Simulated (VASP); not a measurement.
Runs of VASP 6.6.1 on Ce. Symmetry: Fm-3m, No. 225, cubic system. Conventional cell: a = 4.662 Å, b = 4.662 Å, c = 4.662 Å, α = 90.00°, β = 90.00°, γ = 90.00°. Around Ce (site symmetry m-3m) lie 12 Ce at 3.30 Å. 

```csv
level,cell,k mesh,mesh quality,gap on the mesh (eV),pressure (GPa),moment (μB)
r2SCAN,"Fm-3m, 25.34 Å³/atom",16 × 16 × 16,not flagged,none,(b),0.00
PBE,"Fm-3m, 29.59 Å³/atom",6 × 6 × 6,coarse,none,(a),0.21
PBE,"Fm-3m, 26.16 Å³/atom",6 × 6 × 6,coarse,none,-0.2,0.00
PBE,"Fm-3m, 34.35 Å³/atom",6 × 6 × 6,not flagged,none,-6.6,0.22
```

Alike in all rows: task single point; potentials or basis VASP PAW PBE potentials, release 64 (Ce); spin collinear, typed start; cutoff (eV) 520; smearing gaussian 0.05 eV.

Q: Estimate the missing entries.

A: (a) -3.6; (b) -0.3.

Caveats: some runs use coarse meshes; the magnetic or orbital state may not be the lowest; spin-orbit coupling is left out, which moves the levels of the heavy elements; the PAW data sets were made with another functional, which shifts forces and pressure a little (some runs).

A k mesh can miss the band edges, and the runs leave out spin-orbit coupling on Ce.

A gap of «none» marks a metal or a gap under the smearing width.
